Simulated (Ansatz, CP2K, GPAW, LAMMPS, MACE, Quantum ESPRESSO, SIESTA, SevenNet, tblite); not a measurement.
# Running amorphous TiO2 (84 atoms) with GPAW

How do the settings of GPAW change the result for amorphous TiO2 (84 atoms)? A plane-wave run serves as the yardstick.

Method: the method is named at each step, in GPAW 26.7.0.

## Step 1: The structure

The cell holds 84 atoms: 28 Ti and 56 O. Cell: a = 10.274 Å, b = 10.274 Å, c = 10.274 Å, α = 90.0°, β = 90.0°, γ = 90.0°. 84 atoms (28 Ti, 56 O) placed at random at 3.55 g/cm³, melted at 5000 K for 10 ps at fixed volume with the Morse and Coulomb pair potential with partial charges (Pedone, Malavasi, Menziani, Cormack and Segre, J. Phys. Chem. B 110, 11780 (2006)). Quenched from 5000 K to 300 K at 10 K/ps and fixed volume, held 10 ps at zero pressure.

The yardstick, on the same geometry:

* method: Kohn-Sham DFT, PBE, PAW, plane waves (Ansatz 0.2.0); cutoff 420 eV, Γ point, fermi-dirac smearing of 0.05 eV; PAW set soft_2
* r.m.s. force component: 0.7986 eV/Å
* longest force: 2.72 eV/Å
* pressure: 3.944 GPa
* gap (highest filled to lowest empty level): 2.251 eV
* SCF cycles: 12
* time: 22 s on 4 threads of Arm Neoverse V1, shared host
* CPU time: 84 s

## Step 2: PBE, LCAO dzp, h 0.18 Å

Method: Kohn-Sham DFT, PBE, PAW, atomic orbitals (dzp).

run.py

```python
import numpy as np
from ase.io import read
from gpaw import GPAW, FermiDirac

atoms = read("structure.xyz")
atoms.calc = GPAW(
    mode="lcao",
    basis="dzp",
    h=0.18,
    xc="PBE",
    kpts={"size": (1, 1, 1), "gamma": True},
    occupations=FermiDirac(0.05),
    maxiter=200,
    symmetry={"point_group": False},
    txt="gpaw.txt",
)
energy = atoms.get_potential_energy(force_consistent=True)
forces = atoms.get_forces()
print(f"energy {energy:.6f} eV")
print("forces (eV/A)")
for i, (a, f) in enumerate(zip(atoms, forces)):
    print(f"{i:4d} {a.symbol:2s} {f[0]:10.5f} {f[1]:10.5f} {f[2]:10.5f}")
print(f"Fermi level {atoms.calc.get_fermi_level():.4f} eV")
for k in range(len(atoms.calc.get_ibz_k_points())):
    for s in range(atoms.calc.get_number_of_spins()):
        e = atoms.calc.get_eigenvalues(kpt=k, spin=s)
        n = np.searchsorted(e, atoms.calc.get_fermi_level())
        print(f"k {k} spin {s} levels about the Fermi level:", np.round(e[max(n - 6, 0):n], 4).tolist(), "|", np.round(e[n:n + 6], 4).tolist())
```

structure.xyz

```xyz
84
Lattice="10.27383 0.00000 0.00000 0.00000 10.27383 0.00000 0.00000 0.00000 10.27383" Properties=species:S:1:pos:R:3 pbc="T T T"
Ti 7.48572 6.22758 7.73291
Ti 1.06108 1.58001 3.50214
Ti 4.82182 4.88582 0.03555
Ti 2.20672 7.79835 8.88440
Ti 9.68709 2.85869 6.26550
Ti 0.47989 5.12407 0.19212
Ti 3.43793 7.38092 1.84806
Ti 6.05529 9.52610 2.58705
Ti 1.81888 5.36335 6.73182
Ti 1.65727 2.24853 8.60896
Ti 1.98953 4.80209 3.18643
Ti 4.53990 7.85311 6.83405
Ti 4.37028 2.93400 7.31887
Ti 1.23389 10.01061 0.94088
Ti 7.26812 9.89575 5.53061
Ti 9.93746 10.14623 7.93037
Ti 3.73834 0.21842 5.14298
Ti 1.49484 8.33690 4.87247
Ti 8.26725 1.92347 1.58587
Ti 9.03727 8.34030 2.93780
Ti 7.68575 8.74734 9.91640
Ti 3.90539 2.06761 2.00668
Ti 4.73963 5.33099 4.55624
Ti 7.32113 2.79674 8.61214
Ti 9.25693 5.61814 4.93688
Ti 4.72237 0.34582 9.30737
Ti 7.71318 5.19301 2.13839
Ti 6.66823 3.15705 4.34604
O 2.96831 6.58799 7.52250
O 4.96257 4.10409 8.70019
O 5.70043 9.34538 6.17365
O 4.93781 8.30218 2.07778
O 5.44718 3.95388 5.69293
O 8.16030 6.47446 6.12310
O 7.15202 1.35851 4.99380
O 8.52060 2.20024 7.46353
O 7.65452 4.49891 8.24537
O 2.24093 2.91982 2.97191
O 5.79310 1.76843 8.33958
O 4.02457 1.65563 6.10101
O 5.08544 2.63390 3.29410
O 0.02712 2.17651 4.79562
O 10.12414 8.76666 4.33145
O 1.47584 5.55146 1.64073
O 1.01927 6.76193 5.61136
O 8.62591 9.77411 6.67840
O 9.89966 1.44193 2.16696
O 10.17212 9.00922 1.65224
O 4.53764 0.80876 0.81420
O 7.82671 3.28855 2.73037
O 1.02481 6.31810 9.29792
O 0.63533 1.48179 7.30665
O 7.09490 0.62547 1.99415
O 9.18018 4.95733 1.02594
O 6.34501 5.29041 0.85191
O 0.35229 4.87493 3.99878
[... 24 atom lines left out ...]
O 0.97293 0.68516 9.72315
O 8.25009 7.27521 9.00624
O 3.82063 9.00522 8.49769
O 0.94910 8.81864 7.99283
```

The run is started by

```sh
$ OMP_NUM_THREADS=1 python run.py > output.txt
```

Log:

```text
energy -679.062015 eV
forces (eV/A)
   0 Ti   -0.37558    0.06056    1.74354
   1 Ti   -0.39150   -0.07482   -2.39073
   2 Ti   -0.69958    0.08937    0.15216
   3 Ti   -0.25458    0.65941   -0.78476
   4 Ti   -1.23818    0.86741    1.00945
   5 Ti    0.51177   -1.36249   -0.63371
   6 Ti   -1.14210   -0.88319    0.30523
   7 Ti    2.28451    1.42581    0.79644
   8 Ti    1.76542   -1.01065   -1.64969
   9 Ti    0.00188   -0.30392    0.70578
  10 Ti    1.16320   -0.55798    1.69181
  11 Ti    0.65986    0.99484    1.34771
  12 Ti   -0.33029    1.08693    0.94183
  13 Ti   -0.82865   -0.24366   -1.02071
  14 Ti   -0.11666    1.60912    0.13706
  15 Ti    1.26016    0.32175   -0.38923
  16 Ti    0.45763   -1.04377    0.19295
  17 Ti    1.72273   -0.24024   -0.83472
  18 Ti    0.31629   -0.85934    1.56578
  19 Ti   -0.69539    0.45959   -1.58761
  20 Ti    0.60996   -1.45277    0.25410
  21 Ti   -0.06468    1.21350   -0.03325
  22 Ti   -0.34643   -1.38416   -0.51582
  23 Ti   -1.35418    0.22153   -0.58287
[...]
76 O    -1.12644    0.34370    0.08153
  77 O     0.55958    0.10784    0.05606
  78 O     0.48164    0.50450   -0.96877
  79 O     1.45767    0.57458    0.86260
  80 O    -0.05276    0.82943   -0.97525
  81 O     0.38122   -0.49148   -0.17383
  82 O     0.04652   -0.28989   -0.43164
  83 O    -0.09682   -0.32340   -0.49838
Fermi level 4.1630 eV
k 0 spin 0 levels about the Fermi level: [2.8461, 2.8784, 2.9006, 2.962, 3.0254, 3.0758] | [5.2308, 5.5023, 5.5731, 5.5877, 5.6461, 5.6653]
```

gpaw.txt:

```text
Input parameters:
  mode=LCAO(),
  basis={'default': 'dzp'},
  h=0.18,
  kpts=MonkhorstPack(size=(1, 1, 1), gamma=True),
  maxiter=200,
  occupations=Occupations(name='fermi-dirac', width=0.05, fixmagmom=False),
  symmetry=Symmetry(point_group=False),
  xc=XC(name='PBE')
Unit cell  # Å
| periodic |         x |         y |         z |   lengths |    angles |
|----------|-----------|-----------|-----------|-----------|-----------|
|      yes | 10.273830 |  0.000000 |  0.000000 | 10.273830 | 90.000000 |
|      yes |  0.000000 | 10.273830 |  0.000000 | 10.273830 | 90.000000 |
|      yes |  0.000000 |  0.000000 | 10.273830 | 10.273830 | 90.000000 |
Number of symmetries: 1
Symmetry operations  # r_c * U_cc + t_c -> r_c
|   | kind |            matrix            |
|---|------|------------------------------|
| 0 |  E   |  1, 0, 0,  0, 1, 0,  0, 0, 1 |
BZ-sampling:
  Number of BZ points: 1
  Number of IBZ points: 1
  Monkhorst-Pack size: [1, 1, 1]
  Monkhorst-Pack shift: [0, 0, 0]
[... lines left out ...]
  Fermi-Dirac:
    width: 0.0500  # eV
FastPoissonSolver using
    Stencil: 6*3+1=19 point O(h^6) finite-difference Laplacian
xc functional:
  name: PBE with 2 nearest neighbor stencil
interpolation: tri-quintic # 5. degree polynomial
Initialization done in: 15.231 s
convergence criteria:
- Maximum [total energy] change in last 3 cyles: 0.0005 eV / valence electron
- Maximum integral of absolute [dens]ity change: 0.0001 electrons / valence electron
- Maximum integral of absolute [eigenst]ate change: 4e-08 eV^2 / valence electron
maximum number of iterations: 200
SCF iterations
|iter     |      energy | eigst |  dens |
|---------|-------------|-------|-------|
|iter:   1| -781.014972 |      c|       |
|iter:   2| -746.062372 |      c| -0.84 |
|iter:   3| -685.524524 |      c| -0.90 |
|iter:   4| -680.443893 |      c| -1.36 |
|iter:   5| -679.049264 |      c| -1.63 |
|iter:   6| -679.315290 |      c| -1.85 |
|iter:   7| -679.107332c|      c| -2.14 |
|iter:   8| -679.063677c|      c| -2.61 |
|iter:   9| -679.062613c|      c| -3.17 |
|iter:  10| -679.062103c|      c| -3.40 |
|iter:  11| -679.062029c|      c| -3.79 |
|iter:  12| -679.062015c|      c| -4.10c|
Converged in 12 steps
SCF loop duration: 398.457 s (33.205 s/step)
Energy contributions relative to reference atoms: (reference = -764560.128750)
Energy contributions:
  Kinetic:         929.139923
  Coulomb:       -1025.651182
  Zero:             19.313531
  External:          0.000000
  Xc:             -601.864287
  Entropy:          -0.000000
  Spinorbit:         0.000000
  ----------------------------
  Free energy:    -679.062015
  Extrapolated:   -679.062015
dipole moment: (5.015137, 63.786492, -27.135748)  # |e|*Ang
Fermi level: 4.163
Eigenvalues  # (at kpt = [0.000, 0.000, 0.000])
| band index |      eig [eV] | occ [0-2] |
|------------|---------------|-----------|
|          0 |       -53.897 |     2.000 |
|        ... |               |           |
|        328 |         2.712 |     2.000 |
|        329 |         2.747 |     2.000 |
[...]
|        343 |         5.755 |     0.000 |
|        ... |               |           |
|        407 |         7.701 |     0.000 |
Gap: 2.155 eV
Transition (v -> c):
  (s=0, k=0, n=335, [0.00, 0.00, 0.00]) -> (s=0, k=0, n=336, [0.00, 0.00, 0.00])
No difference between direct/indirect transitions
Force computation time: 81.545  # s
timing:  # [seconds]
  Total:  495.266  # ━━━━━━━━━━━━━━━━━━━━━━━━━━━━━━━━━━━━━━━━━━━━━━━━━━━━━━━━
  Init:    15.231  # ━╸
  SCF:    398.457  # ━━━━━━━━━━━━━━━━━━━━━━━━━━━━━━━━━━━━━━━━━━━━━
  Forces:  81.545  # ━━━━━━━━━
```

It took 8.3 min on 1 thread of Arm Neoverse V1, shared host; peak memory 1.8 GiB.

Banners, paths, timers and routine set-up lines are dropped from the logs unmarked, and long logs keep their key lines alone; longer cuts are marked.

Compared with the plane-wave run:

```
r.m.s. force component                           : 0.883 eV/Å
r.m.s. difference of force components            : 144.9 meV/Å
longest difference of force vectors              : 459.5 meV/Å
force difference over r.m.s. force               : 18.14 %
slope of forces against the reference's          : 1.095
correlation of force components                  : 0.9902
gap (highest filled to lowest empty level) : 2.155 eV
gap difference                                   : -0.0962 eV
```

Length of the force difference by element (eV/Å):

```
element  atoms  mean  most
      O     56  0.25  0.46
     Ti     28  0.19  0.35
```

Levels nearest the highest filled one (eV from it): -0.23, -0.20, -0.18, -0.11, -0.05, 0.00, 2.15, 2.43, 2.50, 2.51, 2.57, 2.59.

Local excerpt of 13 atoms (numbers count through the whole input) about O32, which bears the longest force; x, y, z are measured from there.

```
atom      x      y      z  distance (Å)  bonds     Fx     Fy  Fz (eV/Å)
 O32   0.00   0.00   0.00          0.00      2  -1.39  -2.16      -1.40
 Ti8   1.12   1.22   0.51          1.73      5   2.28   1.43       0.80
 Ti7  -1.50  -0.92  -0.23          1.78      5  -1.14  -0.88       0.31
 O79  -0.11   1.93   1.67          2.55      2   0.48   0.50      -0.97
 O67  -1.06  -1.88  -1.71          2.75      2  -0.72   0.23      -1.45
 O65   2.71   0.01  -0.69          2.80      3  -0.27  -0.19       1.85
 O64  -2.63  -0.36   1.20          2.91      2  -0.39  -0.26       0.03
 O68  -1.15  -2.72   0.86          3.08      3  -0.64   1.05      -1.34
 O49  -0.40   2.78  -1.26          3.08      2   0.54  -0.88      -0.30
 O76   2.51   0.74   1.83          3.19      3  -0.05  -0.95      -1.06
 O72   1.23   1.25  -2.78          3.29      2  -0.70   0.26      -0.37
 O66  -2.77   0.19  -1.78          3.30      3   1.15  -0.15       2.19
 O53   2.16   2.60  -0.08          3.38      2   0.04   0.47      -0.63
```

Atoms are counted from 1 here, from 0 in the log.

Forces lie 18 % from the reference's, at 5.9 times its CPU time (on 1 against 4 cores).

## Step 3: PBE, plane waves 600 eV

Method: Kohn-Sham DFT, PBE, PAW, plane waves.

run.py: that of step 2 with these lines changed.

```diff
@@ -2,3 +2,4 @@
 from ase.io import read
-from gpaw import GPAW, FermiDirac
+from gpaw import GPAW, FermiDirac, PW
+from ase.parallel import parprint as print
 
@@ -6,5 +7,3 @@
 atoms.calc = GPAW(
-    mode="lcao",
-    basis="dzp",
-    h=0.18,
+    mode=PW(600),
     xc="PBE",
@@ -14,2 +13,3 @@
     symmetry={"point_group": False},
+    nbands=396,
     txt="gpaw.txt",
@@ -22,2 +22,6 @@
     print(f"{i:4d} {a.symbol:2s} {f[0]:10.5f} {f[1]:10.5f} {f[2]:10.5f}")
+stress = -atoms.get_stress(voigt=False) * 160.21766
+print("stress (GPa, compression positive)")
+for row in stress:
+    print(" ".join(f"{x:10.4f}" for x in row))
 print(f"Fermi level {atoms.calc.get_fermi_level():.4f} eV")
```

structure.xyz is that of step 2.

The run is started by

```sh
$ OMP_NUM_THREADS=1 mpirun -np 2 gpaw python run.py > output.txt
```

Log:

```text
energy -713.983450 eV
forces (eV/A)
   0 Ti   -0.37880    0.15848    1.74442
   1 Ti   -0.24487   -0.07550   -2.30383
   2 Ti   -0.66083    0.03027    0.19204
   3 Ti   -0.37208    0.70646   -0.76139
   4 Ti   -1.20544    0.83396    0.95652
   5 Ti    0.56013   -1.27519   -0.57796
[...]
81 O     0.10865   -0.41999   -0.26373
  82 O     0.01296   -0.25284   -0.38997
  83 O    -0.06976   -0.25456   -0.36200
stress (GPa, compression positive)
   -0.5575    -0.8318    -0.2398
   -0.8318    -1.2206     2.4983
   -0.2398     2.4983     1.6036
Fermi level 4.1346 eV
k 0 spin 0 levels about the Fermi level: [2.7713, 2.8011, 2.8255, 2.8882, 2.9447, 3.0021] | [5.2562, 5.546, 5.6122, 5.6335, 5.691, 5.7078]
```

gpaw.txt:

```text
Input parameters:
  mode=PW(ecut=600.0),
  kpts=MonkhorstPack(size=(1, 1, 1), gamma=True),
  maxiter=200,
  nbands=396,
  occupations=Occupations(name='fermi-dirac', width=0.05, fixmagmom=False),
[... lines left out ...]
  Converge bands: occupied
[... lines left out ...]
  Fermi-Dirac:
[... lines left out ...]
convergence criteria:
- Maximum [total energy] change in last 3 cyles: 0.0005 eV / valence electron
[... lines left out ...]
Converged in 16 steps
[... lines left out ...]
  Free energy:    -713.983450
[... lines left out ...]
Fermi level: 4.135
[... lines left out ...]
|        ... |               |           |
[...]
Gap: 2.254 eV
Transition (v -> c):
  (s=0, k=0, n=335, [0.00, 0.00, 0.00]) -> (s=0, k=0, n=336, [0.00, 0.00, 0.00])
No difference between direct/indirect transitions
Force computation time: 5.924  # s
Stress tensor  # eV/Ang^3
|        x |         y |         z |
|----------|-----------|-----------|
[...]
| 0.005192 |  0.007619 | -0.015593 |
| 0.001497 | -0.015593 | -0.010009 |
Stress computation time: 33.199  # s
```

Elapsed: 4.9 min, on 2 MPI ranks; peak memory 1.8 GiB.

Numbers from this run, and their distance from the reference:

| Property | Result |
| --- | --- |
| r.m.s. force component | 0.8193 eV/Å |
| r.m.s. difference of force components | 37.84 meV/Å |
| longest difference of force vectors | 116.7 meV/Å |
| force difference over r.m.s. force | 4.738 % |
| slope of forces against the reference's | 1.025 |
| correlation of force components | 0.9992 |
| gap (highest filled to lowest empty level) | 2.254 eV |
| gap difference | 0.0029 eV |
| pressure | -0.0582 GPa |
| pressure difference | -4.002 GPa |

This run lies far from the reference in pressure at the same functional.

Against the first run (18 %), the force difference from the reference is 4.7 %, at 1.2 times the CPU time (on 2 against 1 cores).

## Step 4: PBE, LCAO szp(dzp), h 0.18 Å

Method: Kohn-Sham DFT, PBE, PAW, atomic orbitals (szp(dzp)).

run.py: that of step 3 with these lines changed.

```diff
@@ -2,4 +2,3 @@
 from ase.io import read
-from gpaw import GPAW, FermiDirac, PW
-from ase.parallel import parprint as print
+from gpaw import GPAW, FermiDirac
 
@@ -7,3 +6,5 @@
 atoms.calc = GPAW(
-    mode=PW(600),
+    mode="lcao",
+    basis="szp(dzp)",
+    h=0.18,
     xc="PBE",
@@ -13,3 +14,2 @@
     symmetry={"point_group": False},
-    nbands=396,
     txt="gpaw.txt",
@@ -22,6 +22,2 @@
     print(f"{i:4d} {a.symbol:2s} {f[0]:10.5f} {f[1]:10.5f} {f[2]:10.5f}")
-stress = -atoms.get_stress(voigt=False) * 160.21766
-print("stress (GPa, compression positive)")
-for row in stress:
-    print(" ".join(f"{x:10.4f}" for x in row))
 print(f"Fermi level {atoms.calc.get_fermi_level():.4f} eV")
```

structure.xyz is that of step 3.

The run is started by

```sh
$ OMP_NUM_THREADS=1 python run.py > output.txt
```

Log:

```text
energy -665.479549 eV
forces (eV/A)
   0 Ti   -0.42230    0.07155    1.90925
   1 Ti   -0.29327   -0.18919   -2.75735
   2 Ti   -0.72449    0.19734    0.09514
   3 Ti   -0.15604    0.58156   -0.83853
   4 Ti   -1.33625    1.05332    1.25073
   5 Ti    0.52210   -1.42798   -0.64324
   6 Ti   -1.45531   -1.04012    0.35487
   7 Ti    2.63278    1.55865    0.87228
   8 Ti    1.89999   -0.97460   -1.64785
   9 Ti   -0.00440   -0.30147    0.69878
  10 Ti    1.36810   -0.65692    1.83602
  11 Ti    0.49378    1.29751    1.52673
[...]
79 O     1.59262    0.69686    1.00479
  80 O    -0.07699    0.88049   -1.08721
  81 O     0.50904   -0.57116   -0.16799
  82 O     0.05423   -0.31465   -0.45931
  83 O    -0.09212   -0.32062   -0.59280
Fermi level 4.2065 eV
k 0 spin 0 levels about the Fermi level: [2.9457, 2.9905, 3.0034, 3.0596, 3.1287, 3.1895] | [5.2076, 5.4458, 5.5235, 5.5348, 5.5912, 5.6171]
```

gpaw.txt:

```text
Input parameters:
  mode=LCAO(),
  basis={'default': 'szp(dzp)'},
  h=0.18,
  kpts=MonkhorstPack(size=(1, 1, 1), gamma=True),
  maxiter=200,
  occupations=Occupations(name='fermi-dirac', width=0.05, fixmagmom=False),
  symmetry=Symmetry(point_group=False),
  xc=XC(name='PBE')
[... lines left out ...]
  Fermi-Dirac:
[... lines left out ...]
convergence criteria:
- Maximum [total energy] change in last 3 cyles: 0.0005 eV / valence electron
[... lines left out ...]
Converged in 12 steps
[... lines left out ...]
  Free energy:    -665.479549
[... lines left out ...]
Fermi level: 4.206
[... lines left out ...]
|          0 |       -53.966 |     2.000 |
|        ... |               |           |
|        328 |         2.804 |     2.000 |
|        329 |         2.839 |     2.000 |
[...]
|        343 |         5.718 |     0.000 |
|        ... |               |           |
|        407 |         7.755 |     0.000 |
Gap: 2.018 eV
Transition (v -> c):
  (s=0, k=0, n=335, [0.00, 0.00, 0.00]) -> (s=0, k=0, n=336, [0.00, 0.00, 0.00])
No difference between direct/indirect transitions
Force computation time: 55.685  # s
timing:  # [seconds]
  Total:  327.317  # ━━━━━━━━━━━━━━━━━━━━━━━━━━━━━━━━━━━━━━━━━━━━━━━━━━━━━━━━
  Init:    11.457  # ━━
  SCF:    260.142  # ━━━━━━━━━━━━━━━━━━━━━━━━━━━━━━━━━━━━━━━━━━━━╸
  Forces:  55.685  # ━━━━━━━━━╸
```

Wall time 5.5 min (1 thread); peak memory 1.7 GiB.

Compared with the plane-wave run:

```
r.m.s. force component                           : 0.9509 eV/Å
r.m.s. difference of force components            : 222.4 meV/Å
longest difference of force vectors              : 697.5 meV/Å
force difference over r.m.s. force               : 27.85 %
slope of forces against the reference's          : 1.17
correlation of force components                  : 0.9827
gap (highest filled to lowest empty level) : 2.018 eV
gap difference                                   : -0.2331 eV
```

This is a coarse setting, run to see what it loses.

Against the first run (18 %), the force difference from the reference is 28 %, at 0.66 times the CPU time, with 952 basis functions against 1540: the smaller basis costs accuracy.

The forces add up to 0.51 eV/Å instead of zero, usually a sign of too coarse a grid.

(Part 1 of 2 ends here.)

[Also dropped from logs without a mark: logging warnings of Python, and SIESTA's first energy breakdown and zero terms.]

[Logs are printed without paths, hosts, clocks, repeated set-up lines and the standing remarks that a program may print on its own settings, such as how far it seeks lower states.]

[Hosts, paths, dates, database ids (printed as entryN), source tags and the programs' standing remarks are cut or masked in the printed files.]
